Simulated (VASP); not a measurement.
NaH:

```
Na H
1.0
     0.00000    2.44000    2.44000
     2.44000    0.00000    2.44000
     2.44000    2.44000    0.00000
Na H
1 1
Direct
  0.00000 0.00000 0.00000
  0.50000 0.50000 0.50000
```

Base run:

| Property | Result |
| --- | --- |
| Program | VASP 6.6.1 |
| Functional | PBE |
| Potentials or basis | VASP PAW PBE potentials, release 64 (Na_pv, H) |
| Cutoff | 520 eV |
| k mesh | 9 × 9 × 9 |
| Occupations | fermi-dirac, width 0.05 eV |
| Spin | no spin polarisation |

Its results: band gap on the k mesh 4.01 eV, indirect (least direct gap 4.70 eV); pressure -0.7 GPa.

Question: The run is repeated on the same cell with these changes: functional from PBE to PBEsol. What comes out?

Answer: Band gap on the k mesh 3.82 eV, indirect (least direct gap 4.55 eV); pressure -1.2 GPa.

PBEsol binds more tightly than PBE, so the same cell stands under less pressure.

Caveats: an odd mesh through Γ misses points on the zone boundary, where band edges often lie; the PAW data sets were made with another functional, which shifts forces and pressure a little (some runs).
